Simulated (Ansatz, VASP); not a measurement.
## One calculation of C, two programs

Contents of INCAR:

```
AGGAC    = 1.0          
AGGAX    = 1.0          
ALDAC    = 0.0          
ALDAX    = 1.0          
ALGO     = Normal         # electronic algorithm
EDIFF    = 1E-6           # SCF threshold, eV
EDIFFG   = -0.01          # ionic threshold
ENCUT    = 600            # plane-wave cutoff, eV
GGA      = B5             # functional
IBRION   = 2              # ionic algorithm
ISIF     = 3              # what is computed and relaxed
ISMEAR   = -1             # smearing method
LASPH    = True           # aspherical terms in the spheres
LCHARG   = False          # write CHGCAR
LREAL    = False          # projectors in reciprocal space
LWAVE    = False          # write WAVECAR
NELM     = 80             # most SCF steps
NSW      = 80             # ionic steps
PREC     = Accurate       # precision mode
SIGMA    = 0.05           # smearing width, eV
```

Contents of KPOINTS:

```
k-points
0
Gamma
  8 8 8
```

POSCAR

```
C
1.0
    0.0000000000      1.7834000000      1.7834000000
    1.7834000000      0.0000000000      1.7834000000
    1.7834000000      1.7834000000      0.0000000000
C
2
Direct
    0.5000000000      0.5000000000      0.5000000000
    0.7500000000      0.7500000000      0.7500000000
```

Input for Ansatz:

```yaml
crystal:
  lattice:
    - [0.0, 1.7834, 1.7834]
    - [1.7834, 0.0, 1.7834]
    - [1.7834, 1.7834, 0.0]
  atoms:
    - { symbol: C, position: [0.5, 0.5, 0.5] }
    - { symbol: C, position: [0.75, 0.75, 0.75] }
hamiltonian:
  xc: blyp
  pseudopotentials:
    kind: paw
    azcp:
      C: "pseudopotentials/C.paw.azcp"
basis:
  ecutwfc: 420
  fft_grid_basis: typed
kpoints:
  mp_grid: { grid: [8, 8, 8], shift: [0, 0, 0] }
magnetization:
  spin_polarized: false
scf:
  occupations: { method: fermi_dirac, width: 0.05 }
relax:
  max_steps: 60
  f_tol: 0.01
  cell: {}
```

This isn't the form of C at room conditions, which is graphite.

Alike in both runs: task relaxation of cell and atoms; functional BLYP; k mesh 8 × 8 × 8; occupations fermi-dirac, width 0.05 eV; no spin polarisation.

```csv
,VASP,Ansatz
version,VASP 6.6.1,Ansatz 0.2.0
potentials or method,"VASP PAW PBE potentials, release 64 (C)","plane waves (420 eV) with PAW, scalar-relativistic"
plane-wave cutoff (eV),600,420
valence electrons in the cell,8,8
```

```csv
,VASP,Ansatz,Ansatz less VASP
relaxed volume (Å³/atom),5.82,5.82,-0.003
relaxed cell length with the largest relative difference (Å),2.544,2.544,-0.0004
energy change over the relaxation (meV/atom),-5,-5,+0.1
```

Caveats: the PAW data sets were made with another functional, which shifts forces and pressure a little (VASP). Zero-point motion and thermal expansion aren't in these numbers. BLYP gives volumes clearly too large for solids.
